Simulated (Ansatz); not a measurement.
## MgS in Ansatz: the effect of functional

The system is MgS.

```
S Mg
1.0
     4.03462    0.00000    0.00000
    -2.01731    3.49409    0.00000
     0.00000    0.00000    6.43229
S Mg
2 2
Cartesian
  2.0173 1.1647 5.6556
  0.0000 2.3294 2.4394
  0.0000 2.3294 6.4050
  2.0173 1.1647 3.1888
```

The cell comes from a database or a generator and needn't be the stable form of this composition.

Alike in all runs:

```yaml
Program: Ansatz 0.2.0
Task: band structure
Potentials_or_basis: Ansatz PAW
k_mesh: 8 × 8 × 4
Occupations: fermi-dirac, width 0.05 eV
Spin: no spin polarisation
```

| functional | cutoff | gap on the mesh (eV) | pressure (GPa) | largest force (eV/Å) |
| --- | --- | --- | --- | --- |
| LDA | 420 eV (not typed: the program's choice for these potentials) | 3.15 | -2.1 | 0.05 |
| PBEsol | 420 eV (not typed: the program's choice for these potentials) | ? | ? | ? |
| r2SCAN | 500 eV (not typed: the program's choice for these potentials) | 4.12 | 0.0 | 0.05 |

Q: What does the run with functional PBEsol give?

A: gap on the mesh 3.27 eV; pressure -0.3 GPa; largest force 0.04 eV/Å.

Caveats: the PAW data sets come from PBE, with cores solved anew for the run's functional, which leaves a small shift of forces and pressure.

